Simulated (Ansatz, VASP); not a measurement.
# One calculation of Ce, two programs

```
Ce
1.0
     0.00000    2.26493    2.26493
     2.26493    0.00000    2.26493
     2.26493    2.26493    0.00000
Ce
1
Cartesian
  0.0000 0.0000 0.0000
```

Alike in both runs: task single point; functional LDA; k mesh 12 × 12 × 12; occupations gaussian, width 1 eV; no spin polarisation.

|  | VASP | Ansatz |
| --- | --- | --- |
| version | VASP 6.6.1 | Ansatz 0.2.0 |
| potentials or method | VASP PAW LDA potentials, release 64 (Ce) | plane waves (420 eV) with PAW, scalar-relativistic |
| plane-wave cutoff (eV) | 520 | 420 |
| valence electrons in the cell | 12 | 12 |

VASP gave:

```
pressure (GPa) : 5.7
```

Question: What did Ansatz give for the same quantities?

Answer: Pressure (GPa): 6.2.

Ansatz warned: «pseudo_functional_mismatch».

Spin-orbit coupling is left out, which matters for the levels of Ce. Spin polarisation is off, so any magnetic state and its effect on volume and gap are missing.
